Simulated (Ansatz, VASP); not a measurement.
One calculation of Na, two programs

Contents of INCAR:

```
SYSTEM = Na
  ALGO = Normal
  EDIFF = 1E-7
  ENCUT = 520
  GGA = PS
  ISIF = 2
  ISMEAR = -1
  LASPH = .True.
  LCHARG = .True.
  LELF = .True.
  LREAL = .False.
  LVHAR = .True.
  LWAVE = .False.
  NBANDS = 22
  NELM = 100
  PREC = Accurate
  SIGMA = 0.05
```

KPOINTS

```
k-points
0
Gamma
  7 7 2
  0 0 0
```

The input POSCAR:

```
Na
1.0
    3.7003831212      0.0000000000      0.0000000000
   -1.8501915606      3.2046257867      0.0000000000
    0.0000000000      0.0000000000     12.5373215400
Na
4
Direct
    0.6666666667      0.3333333333      0.7500000000
    0.0000000000      0.0000000000      0.5000000000
    0.3333333333      0.6666666667      0.2500000000
    0.0000000000      0.0000000000      0.0000000000
```

File input.yaml:

```yaml
crystal:
  lattice:
    - [3.7003831212, 0.0, 0.0]
    - [-1.8501915606, 3.2046257867, 0.0]
    - [0.0, 0.0, 12.53732154]
  atoms:
    - { symbol: Na, position: [0.6666666667, 0.3333333333, 0.75] }
    - { symbol: Na, position: [0.0, 0.0, 0.5] }
    - { symbol: Na, position: [0.3333333333, 0.6666666667, 0.25] }
    - { symbol: Na, position: [0.0, 0.0, 0.0] }
hamiltonian:
  xc: pbesol
  pseudopotentials: { kind: paw }
kpoints:
  mp_grid: { grid: [7, 7, 2] }
scf:
  occupations: { method: fermi_dirac, width: 0.05 }
output:
  forces: true
  stress: true
  eigenvalues: true
```

This isn't the form of Na at room conditions, which is bcc.

Alike in both runs: task single point; functional PBEsol; k mesh 7 × 7 × 2; occupations fermi-dirac, width 0.05 eV; no spin polarisation.

|  | VASP | Ansatz |
| --- | --- | --- |
| version | VASP 6.6.1 | Ansatz 0.2.0 |
| potentials or method | VASP PAW PBE potentials, release 64 (Na_pv) | Ansatz PAW |
| plane-wave cutoff (eV) | 520 | 420 |
| valence electrons in the cell | 28 | 36 |

|  | VASP | Ansatz | Ansatz less VASP |
| --- | --- | --- | --- |
| gap on the k mesh at the Fermi level (eV) | none | none | - |
| pressure (GPa) | -0.2 | -0.2 | 0.00 |
| largest component of the traceless stress (GPa) | 0.25 | 0.25 | -0.001 |

A gap of «none» marks a metal or a gap that the smearing closes. The two sets of potentials don't hold the same shells in valence.

Caveats: the PAW data sets were made with another functional, which shifts forces and pressure a little (VASP); the PAW data sets come from PBE, with cores solved anew for the run's functional, which leaves a small shift of forces and pressure (Ansatz).
